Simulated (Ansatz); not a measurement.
HfO₂: the gap under pressure

HfO₂, P4_2/nmc, a = 3.577 Å, c = 5.203 Å. This isn't the usual stable structure of the compound. Ansatz: r2SCAN, PAW, 500 eV, Γ-centred 6×6×6 mesh on 6 atoms, Gaussian smearing 0.02 eV; no spin polarisation. Cell and atoms are relaxed at each pressure, and no other structure is tried, so the rows at high pressure may lie past a change of phase. The gap is sought over the whole zone. The pressures are the targets, met within 0.04 GPa.

```
P (GPa) gap y (eV)
   -2.0       5.266
    0.0       5.265
    2.0       5.264
    5.0       5.229
   10.0           ?
   20.0       5.111
   40.0       4.922
```

Fit y = E0 + αP + βP² to the other rows and predict the missing gap.

Least squares on the rows shown. y = 5.2636 − 0.0063090 P − 5.6410×10⁻⁵ P². So α = -6.3 meV/GPa, but an edge moves to another point of the zone between 0 and 2 GPa, so this isn't the slope at zero pressure. With a term in P³ added, the coefficient of P becomes -0.004051, 36 % less, which shows how far this figure hangs on the form. At P = 10.0 the fit asked for gives 5.195 eV. The run gave 5.183 eV, so the fit is 0.012 eV too high, within twice the rms miss on the fitted rows (0.007 eV). Note that among the fitted rows a band edge sits at another point of the zone at 2, 5, 20, 40 GPa than at zero pressure, so one curve spans more than one gap.

Spin-orbit coupling is left out, which matters for the bands of heavy elements. The mesh isn't the same in all rows (6×6×6, 8×8×6). Semilocal functionals give gaps under the measured ones; changes of the gap mostly carry over better.